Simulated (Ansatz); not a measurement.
# ScAl2: how settings move the results

An exercise on one series of results from a longer session: the logs are not shown, and one member is left open.

Method: DFT r2SCAN, scalar-relativistic, plane waves, PAW, in Ansatz 0.2.0.

1 further run of the same task is left out (set aside as unsound or not needed). Runs told in other sessions of the task aren't counted.

## The structure to begin with

Symmetry: Fd-3m, No. 227, cubic system. Conventional cell: a = 7.555 Å, b = 7.555 Å, c = 7.555 Å, α = 90.00°, β = 90.00°, γ = 90.00°. Sc (site symmetry -43m) is surrounded by 12 Al at 3.13 Å and 4 Sc at 3.27 Å. Al (site symmetry -3m) is surrounded by 6 Al at 2.67 Å and 6 Sc at 3.13 Å.

Structure file:

```cif
data_structure
_symmetry_space_group_name_H-M 'Fd-3m:1'
_symmetry_Int_Tables_number 227
_cell_length_a 7.5553
_cell_length_b 7.5553
_cell_length_c 7.5553
_cell_angle_alpha 90.000
_cell_angle_beta 90.000
_cell_angle_gamma 90.000
_cell_volume 431.28
loop_
_atom_site_label
_atom_site_type_symbol
_atom_site_symmetry_multiplicity
_atom_site_Wyckoff_symbol
_atom_site_fract_x
_atom_site_fract_y
_atom_site_fract_z
_atom_site_occupancy
Sc1 Sc 8 a 0.50000 0.00000 0.50000 1
Al1 Al 16 d 0.12500 0.62500 0.12500 1
```

Source of the structure: the Materials Project (structure only). It is taken as it stands there.

## The base input

input.yaml reads:

```yaml
crystal:
  lattice:
    - [0.0, 3.7776526849, 3.7776526849]
    - [3.7776526849, 0.0, 3.7776526849]
    - [3.7776526849, 3.7776526849, 0.0]
  atoms:
    - { symbol: Sc, position: [0.5, 0.5, 0.5] }
    - { symbol: Sc, position: [0.75, 0.75, 0.75] }
    - { symbol: Al, position: [0.125, 0.125, 0.125] }
    - { symbol: Al, position: [0.625, 0.125, 0.125] }
    - { symbol: Al, position: [0.125, 0.625, 0.125] }
    - { symbol: Al, position: [0.125, 0.125, 0.625] }
basis:
  ecutwfc: 500
kpoints:
  mp_grid: { grid: [8, 8, 8] }
hamiltonian:
  xc: r2scan
scf:
  occupations: { method: gaussian, width: 0.1 }
output:
  forces: true
  stress: true
  eigenvalues: true
  populations: true
  write_density: true
  write_potential: true
  elf: true
  volumetric_format: npy
```

Its results, from an earlier run: -1074.3397 eV/atom at zero smearing, pressure 0.03 GPa, largest force 0.000 eV/Å, no gap on the mesh, in 6 SCF cycles and 27 s.

Set-up of the first run:

input.yaml reads:

```yaml
crystal:
  lattice:
    - [0.0, 3.7776526849, 3.7776526849]
    - [3.7776526849, 0.0, 3.7776526849]
    - [3.7776526849, 3.7776526849, 0.0]
  atoms:
    - { symbol: Sc, position: [0.5, 0.5, 0.5] }
    - { symbol: Sc, position: [0.75, 0.75, 0.75] }
    - { symbol: Al, position: [0.125, 0.125, 0.125] }
    - { symbol: Al, position: [0.625, 0.125, 0.125] }
    - { symbol: Al, position: [0.125, 0.625, 0.125] }
    - { symbol: Al, position: [0.125, 0.125, 0.625] }
basis:
  ecutwfc: 150
kpoints:
  mp_grid: { grid: [8, 8, 8] }
hamiltonian:
  xc: r2scan
scf:
  occupations: { method: gaussian, width: 0.1 }
output:
  forces: true
  stress: true
  eigenvalues: true
```

The run is started by

```
$ ansatz run input.yaml --threads 1 --pin off --max-ram 2560MiB --backend cpu --events-out ev --progress --plain --runs-dir out
```

Among the steps run: Plane-wave cutoff set to 150 eV; Plane-wave cutoff set to 200 eV; Plane-wave cutoff: 250 eV; Plane-wave cutoff set to 300 eV; Plane-wave cutoff: 350 eV; Plane-wave cutoff set to 380 eV; Plane-wave cutoff: 460 eV; Plane-wave cutoff set to 520 eV; Plane-wave cutoff: 600 eV; Plane-wave cutoff: 700 eV; Plane-wave cutoff set to 850 eV.

One of the session's tables, all rows but one given; the rest of the session is left out.

It belongs to the step «The sweep of the plane-wave cutoff side by side». 

| cutoff (eV) | ΔE (meV/atom) | pressure (GPa) |
| --- | --- | --- |
| 150 | 5139 | 3.80 |
| 200 | 993 | 2.35 |
| 250 | 197 | -0.19 |
| 300 | 41.5 | 0.37 |
| 350 | 9.73 | 0.10 |
| 380 | 5.37 | 0.04 |
| 460 | 2.05 | 0.03 |
| 500 | 1.34 | 0.03 |
| 520 | 1.08 | 0.02 |
| 600 | 0.53 | 0.01 |
| 700 | ? | ? |
| 850 | 0.00 | 0.02 |

**Question.** Estimate the row for cutoff (eV) = 700.

Worked estimate for «ΔE (meV/atom)». A straight line through the neighbours (600, 0.53) and (850, 0.00) gives 0.53 + (0.00 − 0.53) × (700 − 600) / (850 − 600) = 0.32; a parabola fitted to 3 rows on both sides gives 0.10.

**Answer.** ΔE (meV/atom): 0.32; pressure (GPa): 0.01. In «ΔE (meV/atom)» the line misses by 0.00 and the parabola by -0.22.

Caveats from the session: The settings are coarse, so take the values as rough. Warnings in the runs' records: cutoff below recommended.
